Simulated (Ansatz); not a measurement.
**CaO (Fm-3m): G0W0 and the treatment of frequencies and band sums**

```cif
data_structure
_symmetry_space_group_name_H-M 'P 1'
_symmetry_Int_Tables_number 1
_cell_length_a 3.2821
_cell_length_b 3.2821
_cell_length_c 3.2821
_cell_angle_alpha 60.000
_cell_angle_beta 60.000
_cell_angle_gamma 60.000
_cell_volume 25.00
loop_
_atom_site_label
_atom_site_type_symbol
_atom_site_fract_x
_atom_site_fract_y
_atom_site_fract_z
_atom_site_occupancy
Ca1 Ca 0.00000 0.00000 0.00000 1
O1 O 0.50000 0.50000 0.50000 1
```

Held fixed (Ansatz):

| Item | Value |
| --- | --- |
| orbitals | PBE |
| datasets | hard PAW set made for 700 eV |
| k mesh | 4×4×4 |
| response cutoff | 200 eV |
| wave cutoff | 700 eV |

The gap is read from Γ to k = (0, -0.5, -0.5), linearised, between the Kohn-Sham band edges among the points solved. The direct gap is read between the top filled and lowest empty Kohn-Sham band at Γ. ε∞ is the electronic dielectric constant on this mesh. Runs with cut sums weigh the q → 0 term analytically. The completed-sum build treats it its own way, which on a coarse mesh shifts the gap as well.

```
                                                                               treatment  KS gap (eV)  G0W0 gap (eV)  direct at Γ (eV)   ε∞
                                        contour deformation, sums cut at 161 empty bands         3.59           5.79              7.37  3.8
                           plasmon pole fitted at 21.01i eV, sums cut at 161 empty bands         3.59           5.74              7.30  3.8
contour deformation, 66 empty bands and completed sums (trial build, its own q → 0 term)         3.59           6.15              7.69  3.8
```

Farthest from contour deformation, sums cut at 161 empty bands in the G0W0 gap: contour deformation, 66 empty bands and completed sums (trial build, its own q → 0 term) (+0.36 eV). The nearest differs by 0.047 eV.

The cell is a model at fixed atoms and needn't be the relaxed known crystal. Points k are given in fractions of the reciprocal vectors. The mesh is coarse, so these are values at the stated settings, not converged ones. Band sums or response are cut, so the gap isn't at its basis limit. The gap is read on the mesh, and the crystal's band edges can lie off it.
